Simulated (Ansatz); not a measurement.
## MoS2: course of a relaxation

The calculation used DFT PBE+D3(BJ), scalar-relativistic, plane waves, PAW in Ansatz. Settings: 420 eV cutoff, 12×12×4 k-mesh, Gaussian smearing of 0.02 eV, no spin polarisation.

What was changed: equal strain along all axes, cell held, atoms relaxed: -1.0 %.

Command:

```bash
ansatz run input.yaml --threads 1 --pin off --max-ram 2560MiB --backend cpu --events-out ev --progress --plain --runs-dir out
```

Input:

```yaml
crystal:
  lattice:
    - [3.1178255418, 0.0, 0.0]
    - [-1.5589127709, 2.7001161238, 0.0]
    - [0.0, 0.0, 11.9727023414]
  atoms:
    - { symbol: Mo, position: [0.6666666667, 0.3333333333, 0.2498137231] }
    - { symbol: Mo, position: [0.3333333333, 0.6666666667, 0.7501862769] }
    - { symbol: S, position: [0.3333333333, 0.6666666667, 0.3793029276] }
    - { symbol: S, position: [0.6666666667, 0.3333333333, 0.8796748025] }
    - { symbol: S, position: [0.3333333333, 0.6666666667, 0.1203251975] }
    - { symbol: S, position: [0.6666666667, 0.3333333333, 0.6206970724] }
basis:
  ecutwfc: 420
kpoints:
  mp_grid: { grid: [12, 12, 4] }
hamiltonian:
  xc: pbe
  dispersion: d3bj
scf:
  occupations: { method: gaussian, width: 0.02 }
output:
  forces: true
  stress: true
  eigenvalues: true
relax:
  adjacent_minimum: "off"
  f_tol: 0.008
  max_steps: 40
```

F is the free energy.

Steps:

| step | F − F(1) (eV) | largest force component (eV/Å) |
| --- | --- | --- |
| 1 | 0.0000 | 0.507 |
| 2 | -0.0197 | 0.212 |
| 3 | -0.0188 | 0.089 |
| 4 | -0.0242 | 0.002 |

Relaxed structure:

```
CELL_PARAMETERS angstrom
3.11783 0.00000 0.00000
-1.55891 2.70012 0.00000
0.00000 0.00000 11.97270
ATOMIC_POSITIONS crystal
Mo 0.66667 0.33333 0.25012
Mo 0.33333 0.66667 0.74988
S 0.33333 0.66667 0.38162
S 0.66667 0.33333 0.88139
S 0.33333 0.66667 0.11861
S 0.66667 0.33333 0.61838
```

It takes space group P6_3/mmc (No. 194, hexagonal). The conventional cell has a = 3.118 Å, b = 3.118 Å, c = 11.973 Å, α = 90.00°, β = 90.00°, γ = 120.00°. Around Mo (site symmetry -6m2) lie 6 S at 2.39 Å. S (site symmetry 3m) is surrounded by 3 Mo at 2.39 Å.

The run converged. It took 40 s on 1 thread of Arm Neoverse V2, with other jobs on the host, peak memory 0.46 GiB.